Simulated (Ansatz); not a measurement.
SiC (zincblende), relaxed with r2SCAN in Ansatz 0.2.0: space group F-43m (No. 216), cubic; a = 4.356 Å in the conventional setting, 10.33 Å³ an atom. Around Si lie 4 C at 1.89 Å; around C lie 4 Si at 1.89 Å. It was then strained (uniaxial along z, other directions held), atoms relaxed again within the symmetry left. Unstrained, HSE06 gives 2.227 eV (Γ → X, 8×8×8 mesh), and the band edges keep their places in every row. Only one sign of strain is shown, since it lowers the symmetry, and equivalent edge states can then move with another slope on the other side. Stress is positive in compression. Spin-unpolarised throughout; all numbers are computed.

Axes as in this cell:
```yaml
crystal:
  lattice:
    - [0.00000, 2.17805, 2.17805]
    - [2.17805, 0.00000, 2.17805]
    - [2.17805, 2.17805, 0.00000]
  atoms:
    - { symbol: Si, position: [0.00000, 0.00000, 0.00000] }
    - { symbol: C, position: [0.25000, 0.25000, 0.25000] }
```

```
strain (%)        ε  ΔE_g, HSE06 (eV)  Δσ_zz, r2SCAN (GPa)
      +1.0  +0.0100            -0.048                -4.11
     +2.56  +0.0256            -0.122               -10.43
      +3.0  +0.0300            -0.143               -12.19
      +4.0  +0.0400            -0.189               -16.14
```

**Question.** Fit ΔE_g = a x + b x² to these rows by least squares, with x = ε.

**Answer.** The normal equations take Σx² = 3.255e-03, Σx³ = 1.088e-04, Σx⁴ = 3.809e-06, ΣxΔE = -1.545e-02 and Σx²ΔE = -5.159e-04, and give a = -4.84 eV, b = +2.9 eV; the largest residual is 0.000 eV.

**Question.** Fit the change of σ_zz in the same way.

**Answer.** Δσ_zz = -414.2 x + (265) x² GPa. The slope, 414 GPa, is C₁₁ in these axes.

**Question.** Predict the withheld row at +2.0 % (x = +0.0200).

**Answer.** ΔE_g ≈ -4.84 × (+0.0200) + (2.9) × (+0.0200)² = -0.096 eV, and Δσ_zz ≈ -8.18 GPa. The runs give -0.096 eV and -8.18 GPa, off by 0.000 eV and 0.00 GPa.
